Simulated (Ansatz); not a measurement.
# O64Ba64: the cost of one run

Method: density functional theory in Ansatz 0.2.0, PAW datasets, plane waves.

## (1) The system as built

128 atoms (64 O, 64 Ba); a = 15.529 Å, b = 15.529 Å, c = 15.529 Å, α = 60.00°, β = 60.00°, γ = 60.00°.

The runs, in order: (2) PBEsol single point at the Γ point alone, on 1 × NVIDIA GB300 Max-Q with 8 threads of Arm Neoverse-V2; (3) HSE06 single point at the Γ point alone, on 1 × NVIDIA GB300 Max-Q with 8 threads of Arm Neoverse-V2; (4) r²SCAN single point at the Γ point alone, on 1 × NVIDIA GB300 Max-Q with 8 threads of Arm Neoverse-V2.

## (2) PBEsol single point

The input, in.yaml:

```yaml
crystal:
  lattice:
    - [0.000000, 10.980756, 10.980756]
    - [10.980756, 0.000000, 10.980756]
    - [10.980756, 10.980756, 0.000000]
  atoms:
    - { symbol: O, position: [0.375000, 0.125000, 0.125000] }
    - { symbol: O, position: [0.875000, 0.125000, 0.125000] }
    - { symbol: O, position: [0.125000, 0.375000, 0.375000] }
    - { symbol: O, position: [0.375000, 0.625000, 0.125000] }
    - { symbol: O, position: [0.375000, 0.125000, 0.625000] }
    - { symbol: O, position: [0.625000, 0.375000, 0.375000] }
    - { symbol: O, position: [0.875000, 0.625000, 0.125000] }
    - { symbol: O, position: [0.875000, 0.125000, 0.625000] }
    - { symbol: O, position: [0.125000, 0.875000, 0.375000] }
    - { symbol: O, position: [0.125000, 0.375000, 0.875000] }
    - { symbol: O, position: [0.375000, 0.625000, 0.625000] }
    - { symbol: O, position: [0.625000, 0.875000, 0.375000] }
    - { symbol: O, position: [0.625000, 0.375000, 0.875000] }
    - { symbol: O, position: [0.875000, 0.625000, 0.625000] }
    - { symbol: O, position: [0.125000, 0.875000, 0.875000] }
    - { symbol: O, position: [0.625000, 0.875000, 0.875000] }
    - { symbol: O, position: [0.125000, 0.375000, 0.125000] }
    - { symbol: O, position: [0.375000, 0.125000, 0.375000] }
    - { symbol: O, position: [0.625000, 0.375000, 0.125000] }
    - { symbol: O, position: [0.875000, 0.125000, 0.375000] }
    - { symbol: O, position: [0.125000, 0.875000, 0.125000] }
    - { symbol: O, position: [0.125000, 0.375000, 0.625000] }
    - { symbol: O, position: [0.375000, 0.625000, 0.375000] }
    - { symbol: O, position: [0.625000, 0.875000, 0.125000] }
    - { symbol: O, position: [0.375000, 0.125000, 0.875000] }
    - { symbol: O, position: [0.625000, 0.375000, 0.625000] }
    - { symbol: O, position: [0.875000, 0.625000, 0.375000] }
    - { symbol: O, position: [0.875000, 0.125000, 0.875000] }
    - { symbol: O, position: [0.125000, 0.875000, 0.625000] }
    - { symbol: O, position: [0.375000, 0.625000, 0.875000] }
    - { symbol: O, position: [0.625000, 0.875000, 0.625000] }
    - { symbol: O, position: [0.875000, 0.625000, 0.875000] }
    - { symbol: O, position: [0.125000, 0.125000, 0.375000] }
    - { symbol: O, position: [0.375000, 0.375000, 0.125000] }
    - { symbol: O, position: [0.625000, 0.125000, 0.375000] }
    - { symbol: O, position: [0.875000, 0.375000, 0.125000] }
    - { symbol: O, position: [0.125000, 0.625000, 0.375000] }
    - { symbol: O, position: [0.375000, 0.875000, 0.125000] }
    - { symbol: O, position: [0.125000, 0.125000, 0.875000] }
    - { symbol: O, position: [0.375000, 0.375000, 0.625000] }
    - { symbol: O, position: [0.625000, 0.625000, 0.375000] }
    - { symbol: O, position: [0.875000, 0.875000, 0.125000] }
    - { symbol: O, position: [0.625000, 0.125000, 0.875000] }
    - { symbol: O, position: [0.875000, 0.375000, 0.625000] }
    - { symbol: O, position: [0.125000, 0.625000, 0.875000] }
    - { symbol: O, position: [0.375000, 0.875000, 0.625000] }
    - { symbol: O, position: [0.625000, 0.625000, 0.875000] }
    - { symbol: O, position: [0.875000, 0.875000, 0.625000] }
    - { symbol: O, position: [0.125000, 0.125000, 0.125000] }
    - { symbol: O, position: [0.625000, 0.125000, 0.125000] }
    - { symbol: O, position: [0.125000, 0.625000, 0.125000] }
    - { symbol: O, position: [0.125000, 0.125000, 0.625000] }
    - { symbol: O, position: [0.375000, 0.375000, 0.375000] }
    - { symbol: O, position: [0.625000, 0.625000, 0.125000] }
    - { symbol: O, position: [0.625000, 0.125000, 0.625000] }
    - { symbol: O, position: [0.875000, 0.375000, 0.375000] }
    - { symbol: O, position: [0.125000, 0.625000, 0.625000] }
    - { symbol: O, position: [0.375000, 0.875000, 0.375000] }
    - { symbol: O, position: [0.375000, 0.375000, 0.875000] }
    - { symbol: O, position: [0.625000, 0.625000, 0.625000] }
    - { symbol: O, position: [0.875000, 0.875000, 0.375000] }
    - { symbol: O, position: [0.875000, 0.375000, 0.875000] }
    - { symbol: O, position: [0.375000, 0.875000, 0.875000] }
    - { symbol: O, position: [0.875000, 0.875000, 0.875000] }
    - { symbol: Ba, position: [0.000000, 0.000000, 0.000000] }
    - { symbol: Ba, position: [0.500000, 0.000000, 0.000000] }
    - { symbol: Ba, position: [0.000000, 0.500000, 0.000000] }
    - { symbol: Ba, position: [0.000000, 0.000000, 0.500000] }
    - { symbol: Ba, position: [0.250000, 0.250000, 0.250000] }
    - { symbol: Ba, position: [0.500000, 0.500000, 0.000000] }
    - { symbol: Ba, position: [0.500000, 0.000000, 0.500000] }
    - { symbol: Ba, position: [0.750000, 0.250000, 0.250000] }
    - { symbol: Ba, position: [0.000000, 0.500000, 0.500000] }
    - { symbol: Ba, position: [0.250000, 0.750000, 0.250000] }
    - { symbol: Ba, position: [0.250000, 0.250000, 0.750000] }
    - { symbol: Ba, position: [0.500000, 0.500000, 0.500000] }
    - { symbol: Ba, position: [0.750000, 0.750000, 0.250000] }
    - { symbol: Ba, position: [0.750000, 0.250000, 0.750000] }
    - { symbol: Ba, position: [0.250000, 0.750000, 0.750000] }
    - { symbol: Ba, position: [0.750000, 0.750000, 0.750000] }
    - { symbol: Ba, position: [0.000000, 0.000000, 0.250000] }
    - { symbol: Ba, position: [0.250000, 0.250000, 0.000000] }
    - { symbol: Ba, position: [0.500000, 0.000000, 0.250000] }
    - { symbol: Ba, position: [0.750000, 0.250000, 0.000000] }
    - { symbol: Ba, position: [0.000000, 0.500000, 0.250000] }
    - { symbol: Ba, position: [0.250000, 0.750000, 0.000000] }
    - { symbol: Ba, position: [0.000000, 0.000000, 0.750000] }
    - { symbol: Ba, position: [0.250000, 0.250000, 0.500000] }
    - { symbol: Ba, position: [0.500000, 0.500000, 0.250000] }
    - { symbol: Ba, position: [0.750000, 0.750000, 0.000000] }
    - { symbol: Ba, position: [0.500000, 0.000000, 0.750000] }
    - { symbol: Ba, position: [0.750000, 0.250000, 0.500000] }
    - { symbol: Ba, position: [0.000000, 0.500000, 0.750000] }
    - { symbol: Ba, position: [0.250000, 0.750000, 0.500000] }
    - { symbol: Ba, position: [0.500000, 0.500000, 0.750000] }
    - { symbol: Ba, position: [0.750000, 0.750000, 0.500000] }
    - { symbol: Ba, position: [0.000000, 0.250000, 0.000000] }
    - { symbol: Ba, position: [0.250000, 0.000000, 0.250000] }
    - { symbol: Ba, position: [0.500000, 0.250000, 0.000000] }
    - { symbol: Ba, position: [0.750000, 0.000000, 0.250000] }
    - { symbol: Ba, position: [0.000000, 0.750000, 0.000000] }
    - { symbol: Ba, position: [0.000000, 0.250000, 0.500000] }
    - { symbol: Ba, position: [0.250000, 0.500000, 0.250000] }
    - { symbol: Ba, position: [0.500000, 0.750000, 0.000000] }
    - { symbol: Ba, position: [0.250000, 0.000000, 0.750000] }
    - { symbol: Ba, position: [0.500000, 0.250000, 0.500000] }
    - { symbol: Ba, position: [0.750000, 0.500000, 0.250000] }
    - { symbol: Ba, position: [0.750000, 0.000000, 0.750000] }
    - { symbol: Ba, position: [0.000000, 0.750000, 0.500000] }
    - { symbol: Ba, position: [0.250000, 0.500000, 0.750000] }
    - { symbol: Ba, position: [0.500000, 0.750000, 0.500000] }
    - { symbol: Ba, position: [0.750000, 0.500000, 0.750000] }
    - { symbol: Ba, position: [0.250000, 0.000000, 0.000000] }
    - { symbol: Ba, position: [0.750000, 0.000000, 0.000000] }
    - { symbol: Ba, position: [0.000000, 0.250000, 0.250000] }
    - { symbol: Ba, position: [0.250000, 0.500000, 0.000000] }
    - { symbol: Ba, position: [0.250000, 0.000000, 0.500000] }
    - { symbol: Ba, position: [0.500000, 0.250000, 0.250000] }
    - { symbol: Ba, position: [0.750000, 0.500000, 0.000000] }
    - { symbol: Ba, position: [0.750000, 0.000000, 0.500000] }
    - { symbol: Ba, position: [0.000000, 0.750000, 0.250000] }
    - { symbol: Ba, position: [0.000000, 0.250000, 0.750000] }
    - { symbol: Ba, position: [0.250000, 0.500000, 0.500000] }
    - { symbol: Ba, position: [0.500000, 0.750000, 0.250000] }
    - { symbol: Ba, position: [0.500000, 0.250000, 0.750000] }
    - { symbol: Ba, position: [0.750000, 0.500000, 0.500000] }
    - { symbol: Ba, position: [0.000000, 0.750000, 0.750000] }
    - { symbol: Ba, position: [0.500000, 0.750000, 0.750000] }
kpoints:
  mp_grid: { grid: [1, 1, 1] }
hamiltonian:
  xc: pbesol
scf:
  occupations: { method: fermi_dirac, width: 0.01 }
output:
  forces: true
  eigenvalues: true
  stress: true
  populations: true
  eigenstates: { kpoints: [[0, 0, 0]], e_range: [-6.0, 6.0], localisation: true }
```

Run with:

```bash
ansatz run in.yaml --threads 8 --pin off --max-ram 118750MiB --runs-dir r --events-out ev --progress --plain --backend cuda --devices 0,
```

What time and memory should one allow on 1 × NVIDIA GB300 Max-Q with 8 threads of Arm Neoverse-V2, shared host?

About 7.6 s, with a peak of 3 GiB on the host.
